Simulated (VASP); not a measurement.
# TaN (P-62m) in VASP: a series of runs, part 2 of 3

VASP 6.6.1. The steps go on from the part before.

## 3. Phonons, LDA

Contents of POSCAR:

```
TaN
1.0
    5.1960000000      0.0000000000      0.0000000000
   -2.5980000000      4.4998679981      0.0000000000
    0.0000000000      0.0000000000      2.9110000000
Ta N
3 3
Direct
    0.0000000000      0.0000000000      0.0000000000
    0.6666666667      0.3333333333      0.5000000000
    0.3333333333      0.6666666667      0.5000000000
    0.0000000000      0.3928500000      0.0000000000
    0.6071500000      0.6071500000      0.0000000000
    0.3928500000      0.0000000000      0.0000000000
```

Contents of INCAR.step1:

```
SYSTEM = TaN
PREC = Accurate
ENCUT = 600
EDIFF = 1E-8
ISMEAR = 0
SIGMA = 0.02
LREAL = .False.
LASPH = .True.
NELM = 100
ALGO = Normal
ISIF = 3
LWAVE = .False.
LCHARG = .False.
IBRION = 2
NSW = 40
EDIFFG = -0.002
```

Contents of INCAR.step2:

```
SYSTEM = TaN
PREC = Accurate
ENCUT = 600
EDIFF = 1E-8
ISMEAR = 0
SIGMA = 0.02
LREAL = .False.
LASPH = .True.
NELM = 100
ALGO = Normal
ISIF = 2
LWAVE = .False.
LCHARG = .False.
IBRION = 8
NSW = 1
```

Contents of KPOINTS:

```
regular mesh
0
Gamma
  5 5 7
  0 0 0
```

Potentials or basis: VASP PAW LDA potentials, release 64 (Ta_pv, N).

Run with:

```sh
$ cat potpaw_LDA.64/Ta_pv/POTCAR potpaw_LDA.64/N/POTCAR > POTCAR
$ cp INCAR.step1 INCAR
$ mpirun -np 1 vasp_std > vasp.out
$ cp CONTCAR POSCAR
$ cp INCAR.step2 INCAR
$ mpirun -np 1 vasp_std > vasp.out
```

OUTCAR:

```text
SYSTEM = TaN
   PREC = Accurate
   ENCUT = 600
   EDIFF = 1E-8
   ISMEAR = 0
   LREAL = .False.
   LASPH = .True.
   NELM = 100
   ISIF = 2
   IBRION = 8
   NSW = 1

 ion  position               nearest neighbor table
   1  0.000  0.000  0.000-   6 2.03   5 2.03   4 2.03   3 3.31   2 3.31   2 3.31   3 3.31   2 3.31
                             2 3.31   3 3.31   3 3.31   2 3.31   2 3.31   3 3.31   3 3.31
   2  0.667  0.333  0.500-   4 2.14   4 2.14   6 2.14   6 2.14   5 2.14   5 2.14   3 2.98   3 2.98
                             3 2.98   1 3.31   1 3.31   1 3.31   1 3.31   1 3.31   1 3.31
   3  0.333  0.667  0.500-   6 2.14   6 2.14   4 2.14   4 2.14   5 2.14   5 2.14   2 2.98   2 2.98
                             2 2.98   1 3.31   1 3.31   1 3.31   1 3.31   1 3.31   1 3.31
   4  0.000  0.393  0.000-   1 2.03   2 2.14   2 2.14   3 2.14   3 2.14
   5  0.607  0.607  0.000-   1 2.03   3 2.14   3 2.14   2 2.14   2 2.14
   6  0.393  0.000  0.000-   1 2.03   3 2.14   3 2.14   2 2.14   2 2.14

  LATTYP: Found a hexagonal cell.
[... 903 lines left out ...]
  5Z     0.000000    0.000000    3.380008   -0.000000   -0.000000    7.093193    0.000000    0.000000    7.093193   -0.000000    0.000000   -0.058600    0.000000    0.000000  -17.449195   -0.000000    0.000000   -0.058600
  6X    12.435463    0.000000    0.000000    3.909702    1.046947    0.000000    3.909702   -1.046947    0.000000    0.491629    0.548812    0.000000    0.491629   -0.548812    0.000000  -21.238125    0.000000    0.000000
  6Y     0.000000    2.615502    0.000000    1.814497    7.502627    0.000000   -1.814497    7.502627    0.000000    1.895583    1.906570    0.000000   -1.895583    1.906570    0.000000    0.000000  -21.433897    0.000000
  6Z     0.000000    0.000000    3.380008   -0.000000    0.000000    7.093193    0.000000    0.000000    7.093193   -0.000000   -0.000000   -0.058600    0.000000    0.000000   -0.058600   -0.000000    0.000000  -17.449195

 Eigenvectors and eigenvalues of the dynamical matrix
 ----------------------------------------------------

   1 f  =   21.557854 THz   135.451989 2PiTHz  719.092591 cm-1    89.156078 meV
             X         Y         Z           dx          dy          dz
      0.000000  0.000000  0.000000     0.000000    0.000000    0.000000
      2.577688  1.488229  1.441291    -0.000000   -0.000000   -0.000000
     -0.000000  2.976457  1.441291     0.000000   -0.000000   -0.000000
     -1.014245  1.756723  0.000000    -0.500000   -0.288675   -0.000000
      1.563443  2.707963  0.000000     0.500000   -0.288675    0.000000
      2.028489  0.000000  0.000000     0.000000    0.577350    0.000000
[... 145 lines left out ...]
  18 f/i=    0.001581 THz     0.009932 2PiTHz    0.052728 cm-1     0.006537 meV
             X         Y         Z           dx          dy          dz
      0.000000  0.000000  0.000000     0.251907   -0.496096   -0.000000
      2.577688  1.488229  1.441291     0.251829   -0.495886   -0.000000
     -0.000000  2.976457  1.441291     0.251783   -0.495909   -0.000000
     -1.014245  1.756723  0.000000     0.070041   -0.137935   -0.000000
      1.563443  2.707963  0.000000     0.070033   -0.137931   -0.000000
      2.028489  0.000000  0.000000     0.070041   -0.137926   -0.000000

--------------------------------------------------------------------------------------------------------

 ELASTIC MODULI CONTR FROM IONIC RELAXATION (kBar)
 Direction    XX          YY          ZZ          XY          YZ          ZX
 --------------------------------------------------------------------------------
 XX        -524.8252    189.7025     28.2321     -0.0000      0.0000      0.0000
 YY         189.7025   -524.8252     28.2321      0.0000      0.0000      0.0000
 ZZ          28.2321     28.2321     -4.7568      0.0000     -0.0000     -0.0000
 XY          -0.0000      0.0000      0.0000   -357.2664     -0.0000     -0.0000
 YZ           0.0000      0.0000     -0.0000     -0.0000    -74.4258      0.0000
 ZX           0.0000      0.0000     -0.0000     -0.0000     -0.0000    -63.6712
 --------------------------------------------------------------------------------
```

OUTCAR.step1:

```text
SYSTEM = TaN
   PREC = Accurate
   ENCUT = 600
   EDIFF = 1E-8
   ISMEAR = 0
   LREAL = .False.
   LASPH = .True.
   NELM = 100
   ISIF = 3
   IBRION = 2
   NSW = 40
   EDIFFG = -0.002

[... 418 lines left out ...]
 fundamental gap:      0.4489541207
 Fermi energy:         8.3753554277

 k-point     1 :       0.0000    0.0000    0.0000
  band No.  band energies     occupation
      1     -27.5697      2.00000
      2     -27.5697      2.00000
      3     -27.1898      2.00000
      4     -27.1898      2.00000
      5     -26.9786      2.00000
      6     -26.8567      2.00000
[... 642 lines left out ...]
  FREE ENERGIE OF THE ION-ELECTRON SYSTEM (eV)
  ---------------------------------------------------
  free  energy   TOTEN  =       -74.1630806822 eV

  energy  without entropy=      -74.1627833331  energy(sigma->0) =      -74.16293201

 reached required accuracy - stopping structural energy minimisation
```

OSZICAR.step1:

```text
N       E                     dE             d eps       ncg     rms          rms(c)
DAV:   1     0.483905210494E+03    0.48391E+03   -0.29287E+04  1120   0.200E+03
DAV:   2    -0.538689128094E+02   -0.53777E+03   -0.52435E+03  1348   0.531E+02
[... 114 lines left out ...]
  12 F= -.74163080E+02 E0= -.74162931E+02  d E =-.117624E-04
       N       E                     dE             d eps       ncg     rms          rms(c)
DAV:   1    -0.741630815093E+02   -0.14249E-05   -0.18791E-04  1120   0.990E-02    0.109E-02
DAV:   2    -0.741630810196E+02    0.48971E-06   -0.43693E-06  1412   0.145E-02    0.577E-03
DAV:   3    -0.741630806776E+02    0.34200E-06   -0.96184E-07  1296   0.744E-03    0.131E-03
DAV:   4    -0.741630806822E+02   -0.46239E-08   -0.77756E-08  1164   0.180E-03
  13 F= -.74163081E+02 E0= -.74162932E+02  d E =-.606395E-06
```

Wall time 18 min (1 thread of AMD EPYC 9R45 (Zen 5), shared host); peak memory 0.38 GiB.

Results:

- Relaxed volume: 11.06 Å³/atom
- Relaxed cell: a = 5.155 Å, b = 5.155 Å, c = 2.883 Å, α = 90.00°, β = 90.00°, γ = 120.00°
- Space group after relaxing (to 0.05 Å): P-62m (No. 189)
- Highest phonon frequency at Γ, LO-TO splitting left out: 719 cm⁻¹

Step by step:
| step | energy change (eV) | largest force (eV/Å) | pressure (GPa) | volume (Å³) |
| --- | --- | --- | --- | --- |
| 1 | 0.0000 | 0.0331 | -8.40 | 68.06 |
| 2 | 0.2530 | 0.3646 | 25.06 | 62.37 |
| 3 | -0.0458 | 0.0743 | -0.21 | 66.41 |
| 4 | -0.0458 | 0.0768 | -0.01 | 66.37 |
| 5 | -0.0458 | 0.0791 | 0.16 | 66.34 |
| 6 | -0.0462 | 0.0058 | 0.16 | 66.32 |
| 7 | -0.0462 | 0.0130 | 0.16 | 66.33 |
| 8 | -0.0462 | 0.0053 | -0.34 | 66.41 |
| 9 | -0.0462 | 0.0041 | -0.09 | 66.37 |
| 10 | -0.0462 | 0.0022 | 0.04 | 66.34 |
| 11 | -0.0462 | 0.0029 | 0.00 | 66.35 |
| 12 | -0.0462 | 0.0029 | -0.01 | 66.35 |
| 13 | -0.0462 | 0.0007 | 0.01 | 66.35 |

Final structure:
```xyz
6
Lattice="5.1554 0.0000 0.0000 -2.5777 4.4647 0.0000 0.0000 0.0000 2.8826" Properties=species:S:1:pos:R:3 pbc="T T T"
Ta    0.0000    0.0000    2.8826
Ta    2.5777    1.4882    1.4413
Ta    0.0000    2.9765    1.4413
N    -1.0142    1.7567    0.0000
N     1.5634    2.7080    0.0000
N     2.0285    0.0000    0.0000
```

Phonon frequencies in cm⁻¹ (negative: imaginary):
```csv
q point,frequencies
"(0.000, 0.000, 0.000)",0 0 0 150 192 192 193 229 229 581 581 608 616 616 635 664 664 719
```

## 4. Elastic constants, LDA

POSCAR is that of step 3.

Contents of INCAR.step1:

```
  ALGO = Normal
  EDIFF = 1E-8
  EDIFFG = -0.002
  ENCUT = 600
  IBRION = 2
  ISIF = 3
  ISMEAR = 0
  LASPH = True
  LCHARG = False
  LREAL = False
  LWAVE = False
  NELM = 100
  NSW = 40
  PREC = Accurate
  SIGMA = 0.02
```

Contents of INCAR.step2:

```
  ALGO = Normal
  EDIFF = 1E-8
  ENCUT = 600
  IBRION = 6
  ISIF = 3
  ISMEAR = 0
  LASPH = True
  LCHARG = False
  LREAL = False
  LWAVE = False
  NELM = 100
  NFREE = 2
  NSW = 1
  POTIM = 0.015
  PREC = Accurate
  SIGMA = 0.02
```

Contents of KPOINTS:

```
k-points
0
Gamma
  4 4 5
```

Run with:

```sh
$ cat potpaw_LDA.64/Ta_pv/POTCAR potpaw_LDA.64/N/POTCAR > POTCAR
$ cp INCAR.step1 INCAR
$ mpirun -np 1 vasp_std > vasp.out
$ cp CONTCAR POSCAR
$ cp INCAR.step2 INCAR
$ mpirun -np 1 vasp_std > vasp.out
```

Wall time 12 min (1 thread of AMD EPYC 9R45 (Zen 5), shared host); peak memory 0.25 GiB.

Results (log left out):

```yaml
Relaxed_volume: 11.08 Å³/atom
Relaxed_cell: a = 5.167 Å, b = 5.167 Å, c = 2.874 Å, α = 90.00°, β = 90.00°, γ = 120.00°
Space_group_after_relaxing_to_0.05_Å: P-62m (No. 189)
Voigt_bulk_modulus: 344 GPa
Highest_phonon_frequency_at_Γ_LO-TO_splitting_left_out: 714 cm⁻¹
```

Step by step:
```tsv
step	energy change (eV)	largest force (eV/Å)	pressure (GPa)	volume (Å³)
1	0.0000	0.1232	-8.12	68.06
2	0.2416	0.2940	24.35	62.55
3	-0.0456	0.0074	-0.04	66.45
4	-0.0456	0.0046	0.15	66.41
5	-0.0456	0.0021	0.33	66.38
6	-0.0459	0.0283	0.08	66.44
7	-0.0462	0.0183	0.18	66.41
8	-0.0462	0.0091	-0.30	66.51
9	-0.0462	0.0139	-0.05	66.46
10	-0.0463	0.0006	0.00	66.45
11	-0.0463	0.0001	0.00	66.45
12	-0.0463	0.0002	0.00	66.45
```

Final structure:
```
Ta N
1.0
     5.16679    0.00000    0.00000
    -2.58340    4.47457    0.00000
     0.00000    0.00000    2.87431
Ta N
3 3
Direct
  0.00000 0.00000 0.00000
  0.66667 0.33333 0.50000
  0.33333 0.66667 0.50000
  0.00000 0.39230 0.00000
  0.60770 0.60770 0.00000
  0.39230 0.00000 0.00000
```

Phonon frequencies in cm⁻¹ (negative: imaginary):
| q point | frequencies |
| --- | --- |
| (0.000, 0.000, 0.000) | -1 -1 0 151 155 155 189 207 207 581 581 602 622 622 637 657 657 714 |

Elastic tensor in Voigt notation (GPa, in the Cartesian axes of the cell as first typed):
```
566 257 174   0   0   0
257 566 174   0   0   0
174 174 752   0   0   0
  0   0   0 145   0   0
  0   0   0   0 145   0
  0   0   0   0   0 155
```

Clamped-ion elastic tensor (GPa):
```
630 229 170   0   0   0
229 630 170   0   0   0
170 170 753   0   0   0
  0   0   0 155   0   0
  0   0   0   0 155   0
  0   0   0   0   0 200
```

Caveat: the k mesh is coarse (spacing up to 0.43 Å⁻¹), so the values aren't converged.

## 5. Density of states, PBE

POSCAR is that of step 4.

Contents of INCAR.step1:

```
  PREC = Accurate
  ENCUT = 520
  EDIFF = 1E-6
  ISMEAR = 0
  SIGMA = 0.02
  LREAL = False
  LASPH = True
  NELM = 100
  ALGO = Fast
  ISIF = 2
  LWAVE = False
  LCHARG = True
  LMAXMIX = 4
  GGA = PE
```

Contents of KPOINTS.step1:

```
regular mesh
0
Gamma
  6 6 9
```

Contents of INCAR.step2:

```
  PREC = Accurate
  ENCUT = 520
  EDIFF = 1E-6
  ISMEAR = -5
  SIGMA = 0.02
  LREAL = False
  LASPH = True
  NELM = 100
  ALGO = Fast
  ISIF = 2
  LWAVE = False
  LCHARG = False
  LMAXMIX = 4
  GGA = PE
  LORBIT = 11
  NEDOS = 1001
  ICHARG = 11
```

Contents of KPOINTS.step2:

```
regular mesh
0
Gamma
  9 9 14
```

Potentials or basis: VASP PAW PBE potentials, release 64 (Ta_pv, N).

Run with:

```sh
$ cat potpaw_PBE.64/Ta_pv/POTCAR potpaw_PBE.64/N/POTCAR > POTCAR
$ cp INCAR.step1 INCAR
$ cp KPOINTS.step1 KPOINTS
$ mpirun -np 1 vasp_std > vasp.out
$ cp INCAR.step2 INCAR
$ cp KPOINTS.step2 KPOINTS
$ mpirun -np 1 vasp_std > vasp.out
```

OUTCAR:

```text
PREC = Accurate
   ENCUT = 520
   EDIFF = 1E-6
   ISMEAR = -5
   LREAL = False
   LASPH = True
   NELM = 100
   ISIF = 2
   GGA = PE
   LORBIT = 11
   ICHARG = 11

 ion  position               nearest neighbor table
   1  0.000  0.000  0.000-   6 2.04   5 2.04   4 2.04   3 3.33   2 3.33   2 3.33   3 3.33   2 3.33
                             2 3.33   3 3.33   3 3.33   2 3.33   2 3.33   3 3.33   3 3.33
   2  0.667  0.333  0.500-   4 2.16   4 2.16   6 2.16   6 2.16   5 2.16   5 2.16   3 3.00   3 3.00
                             3 3.00   1 3.33   1 3.33   1 3.33   1 3.33   1 3.33   1 3.33
   3  0.333  0.667  0.500-   6 2.16   6 2.16   4 2.16   4 2.16   5 2.16   5 2.16   2 3.00   2 3.00
                             2 3.00   1 3.33   1 3.33   1 3.33   1 3.33   1 3.33   1 3.33
   4  0.000  0.393  0.000-   1 2.04   2 2.16   2 2.16   3 2.16   3 2.16
[... 968 lines left out ...]
    -2.598000000  4.499867998  0.000000000     0.000000000  0.222228741  0.000000000
     0.000000000  0.000000000  2.911000000     0.000000000  0.000000000  0.343524562

 POSITION                                       TOTAL-FORCE (eV/Angst)
 -----------------------------------------------------------------------------------
      0.00000      0.00000      0.00000         0.000000     -0.000000     -0.000000
      2.59800      1.49996      1.45550        -0.000000     -0.000000     -0.000000
     -0.00000      2.99991      1.45550         0.000000     -0.000000     -0.000000
     -1.02062      1.76777      0.00000        -0.025153      0.043566     -0.000000
      1.57738      2.73209      0.00000        -0.025153     -0.043566      0.000000
      2.04125      0.00000      0.00000         0.050305     -0.000000      0.000000
 -----------------------------------------------------------------------------------
    total drift:                               -0.000002     -0.000003      0.000000

  FREE ENERGIE OF THE ION-ELECTRON SYSTEM (eV)
  ---------------------------------------------------
  free  energy   TOTEN  =       -67.4790965222 eV

  energy  without entropy=      -67.4790965222  energy(sigma->0) =      -67.47909652

 total charge

# of ion       s       p       d       tot
------------------------------------------
    1        0.336   6.223   2.417   8.976
    2        0.295   6.265   2.384   8.944
    3        0.295   6.265   2.384   8.944
    4        1.240   2.566   0.000   3.806
    5        1.240   2.566   0.000   3.806
    6        1.240   2.566   0.000   3.806
--------------------------------------------------
tot          4.644  26.451   7.185  38.280
```

OSZICAR.step1:

```text
N       E                     dE             d eps       ncg     rms          rms(c)
DAV:   1     0.457959591318E+03    0.45796E+03   -0.26741E+04  1960   0.180E+03
DAV:   2    -0.485252161950E+02   -0.50648E+03   -0.49468E+03  2328   0.503E+02
DAV:   3    -0.767749922042E+02   -0.28250E+02   -0.27940E+02  2368   0.112E+02
DAV:   4    -0.773656391924E+02   -0.59065E+00   -0.58658E+00  2384   0.157E+01
DAV:   5    -0.773784641444E+02   -0.12825E-01   -0.12795E-01  2412   0.189E+00    0.439E+01
RMM:   6    -0.670615109100E+02    0.10317E+02   -0.54350E+01  2619   0.338E+01    0.197E+01
RMM:   7    -0.675594631561E+02   -0.49795E+00   -0.90228E+00  2596   0.149E+01    0.869E+00
RMM:   8    -0.674593763117E+02    0.10009E+00   -0.10815E+00  2381   0.548E+00    0.183E+00
RMM:   9    -0.674614793698E+02   -0.21031E-02   -0.24030E-01  2529   0.257E+00    0.393E-01
RMM:  10    -0.674661383802E+02   -0.46590E-02   -0.79072E-02  2766   0.116E+00    0.270E-01
RMM:  11    -0.674654953732E+02    0.64301E-03   -0.24021E-02  2368   0.853E-01    0.157E-01
RMM:  12    -0.674649983631E+02    0.49701E-03   -0.31366E-03  2421   0.379E-01    0.406E-02
RMM:  13    -0.674650495807E+02   -0.51218E-04   -0.95318E-04  2498   0.133E-01    0.142E-02
RMM:  14    -0.674650536753E+02   -0.40946E-05   -0.15463E-04  2438   0.614E-02    0.347E-03
RMM:  15    -0.674650576985E+02   -0.40232E-05   -0.42803E-05  2298   0.244E-02    0.283E-03
RMM:  16    -0.674650585868E+02   -0.88830E-06   -0.85314E-06  1747   0.863E-03
   1 F= -.67465059E+02 E0= -.67464811E+02  d E =-.495042E-03
```

Wall time 3.8 min (1 thread of Intel Xeon Platinum 8259CL at 2.50GHz (Skylake/Cascade Lake), shared host); peak memory 0.29 GiB.

What came out:

* Valence electrons inside the program's atomic spheres: Ta 8.98, 8.94; N 3.81

States per cell in windows of 1 eV (zero at the Fermi level; states under -8 eV left out):
```
from (eV)  total  Ta1_d  Ta2_d  Ta3_d  N6_p  N4_p  N5_p
     -8.0   3.87   0.20   0.33   0.33  0.44  0.44  0.44
     -7.0   3.53   0.16   0.32   0.32  0.45  0.45  0.45
     -6.0   4.02   0.22   0.33   0.33  0.56  0.56  0.56
     -5.0   3.67   0.28   0.24   0.24  0.57  0.57  0.57
     -4.0   0.89   0.26   0.05   0.05  0.06  0.06  0.06
     -3.0   3.03   0.70   0.41   0.41  0.09  0.09  0.09
     -2.0   1.56   0.26   0.26   0.26  0.06  0.06  0.06
     -1.0   0.57   0.12   0.09   0.09  0.02  0.02  0.02
      0.0   1.53   0.32   0.33   0.33  0.04  0.04  0.04
      1.0   4.33   1.11   0.87   0.87  0.11  0.11  0.11
      2.0   2.08   0.46   0.48   0.48  0.05  0.05  0.05
      3.0   0.08   0.02   0.02   0.02  0.00  0.00  0.00
      4.0   0.00   0.00   0.00   0.00  0.00  0.00  0.00
```

Caveat: tetrahedron occupations give inexact forces and stress in metals. The run has no spin-orbit coupling, so splittings on Ta are missing.

[end of part 2 of 3]
